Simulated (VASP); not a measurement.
# CN: hyperfine tensors, by potentials

CN, molecule in box, 2 atoms in the cell.

| Potentials | Contact coupling of the first element (MHz) | Contact coupling of the second element (MHz) | Time (s) |
|---|---|---|---|
| C, N | 494.5 | -14.1 | 71 |
| C_GW, N_GW | 494.3 | -13.3 | 70 |
| C_h, N_h | 503.2 | -14.2 | 71 |

## Input of the first row

INCAR:
```
GGA = PE
PREC = Accurate
ENCUT = 950
EDIFF = 1E-7
LREAL = False
LASPH = True
ALGO = Normal
NELM = 120
LWAVE = False
LCHARG = False
ISMEAR = 0
SIGMA = 0.01
ISPIN = 2
MAGMOM = 0.5 0.5
LORBIT = 11
NUPDOWN = 1
LHYPERFINE = True
NGYROMAG = 10.7084 3.0777
```

KPOINTS:
```
k-points
0
Gamma
  1 1 1
```

POSCAR:
```
CN
1.0
   10.0000000000      0.0000000000      0.0000000000
    0.0000000000      8.0000000000      0.0000000000
    0.0000000000      0.0000000000      8.0000000000
C N
1 1
Direct
    0.4411542388      0.5000000000      0.5000000000
    0.5588457612      0.5000000000      0.5000000000
```

Commands:
```
cat potpaw_PBE.64/C/POTCAR potpaw_PBE.64/N/POTCAR > POTCAR
mpirun -np 4 vasp_gam > vasp.out
```

Changes of the last row against the first:
```
- cat potpaw_PBE.64/C/POTCAR potpaw_PBE.64/N/POTCAR > POTCAR
+ cat potpaw_PBE.64/C_h/POTCAR potpaw_PBE.64/N_h/POTCAR > POTCAR
```

VASP 6.6.1 took 71 s on 4 cores (Intel Xeon Platinum 8375C @ 2.90GHz (Ice Lake)), a shared host.
